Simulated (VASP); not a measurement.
Write the native input for VASP 6.6.1 that does the following.

```yaml
Task: single point
Functional: PBE
Potentials_or_basis: VASP PAW PBE potentials, release 64 (Pt, S)
Cutoff: 520 eV
k_mesh: 9 × 9 × 5
Occupations: gaussian, width 0.03 eV
Spin: no spin polarisation
Further_INCAR_settings: ALGO = Normal; EDIFF = 1e-06
```

The structure of PtS2 lies in POSCAR:

```
PtS2
1.0
    3.5432000000      0.0000000000      0.0000000000
   -1.7716000000      3.0685012107      0.0000000000
    0.0000000000      0.0000000000      5.0388000000
Pt S
1 2
Direct
    0.0000000000      0.0000000000      0.0000000000
    0.6666666667      0.3333333333      0.7730000000
    0.3333333333      0.6666666667      0.2270000000
```

The input as run:

INCAR

```
PREC = Accurate
ENCUT = 520
EDIFF = 1E-6
ISMEAR = 0
SIGMA = 0.03
LREAL = False
LASPH = True
NELM = 100
ALGO = Normal
ISIF = 2
LWAVE = False
LCHARG = False
GGA = PE
```

KPOINTS

```
Automatic mesh
0
Gamma
  9 9 5
```

Potentials or basis: VASP PAW PBE potentials, release 64 (Pt, S).

Run with:

```sh
$ cat potpaw_PBE.64/Pt/POTCAR potpaw_PBE.64/S/POTCAR > POTCAR
$ mpirun -np 1 vasp_std > vasp.out
```

Results of the run:

The pressure is 11.1 GPa. The largest force is 1.213 eV/Å and the band gap on the k mesh is 1.03 eV, indirect (least direct gap 1.08 eV).

Caveat: spin-orbit coupling is left out, which moves the levels of the heavy elements; an odd mesh through Γ misses points on the zone boundary, where band edges often lie; forces of over 1 eV/Å show positions far from the minimum, so gaps and moduli don't describe the material at rest.

It took 41 s on 1 thread of Intel(R) Xeon(R) Platinum 8259CL CPU @ 2.50GHz (Skylake/Cascade Lake), with other jobs on the host, peak memory 0.2 GiB.
